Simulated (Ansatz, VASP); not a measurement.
One calculation of Al, two programs

INCAR

```
SYSTEM = Al
ALGO = Normal
EDIFF = 1E-6
ENCUT = 520
GGA = PE
ISIF = 2
ISMEAR = -1
LASPH = .True.
LCHARG = .False.
LREAL = .False.
LWAVE = .False.
NBANDS = 8
NELM = 100
PREC = Accurate
SIGMA = 0.05
```

File KPOINTS:

```
k-points
0
Gamma
  12 12 12
  0 0 0
```

The input POSCAR:

```
Al
1.0
   -1.5805390481      1.5805390481      1.5805390481
    1.5805390481     -1.5805390481      1.5805390481
    1.5805390481      1.5805390481     -1.5805390481
Al
1
Direct
    0.0000000000      0.0000000000      0.0000000000
```

The input input.yaml:

```yaml
crystal:
  lattice:
    - [-1.5805390481, 1.5805390481, 1.5805390481]
    - [1.5805390481, -1.5805390481, 1.5805390481]
    - [1.5805390481, 1.5805390481, -1.5805390481]
  atoms:
    - { symbol: Al, position: [0.0, 0.0, 0.0] }
kpoints:
  mp_grid: { grid: [12, 12, 12] }
scf:
  occupations: { method: fermi_dirac, width: 0.05 }
hamiltonian:
  xc: pbe
  pseudopotentials: { kind: all_electron, lapw: { basis_error: 0.0005 } }
output:
  forces: true
  stress: true
  eigenvalues: true
```

Change from the starting cell: volume scaled by 0.98.

Alike in both runs: task single point; functional PBE; k mesh 12 × 12 × 12; occupations fermi-dirac, width 0.05 eV; no spin polarisation.

```csv
,VASP,Ansatz
version,VASP 6.6.1,Ansatz 0.2.0
potentials or method,"VASP PAW PBE potentials, release 64 (Al)","all-electron LAPW, scalar-relativistic"
plane-wave cutoff (eV),520,see its input
```

```tsv
	VASP	Ansatz	Ansatz less VASP
gap on the k mesh at the Fermi level (eV)	none	none	-
pressure (GPa)	5.6	5.6	+0.02
```

A gap of «none» marks a metal or a gap that the smearing closes. Ansatz ran all-electron here, so the differences hold the error of VASP's frozen core and of both bases.
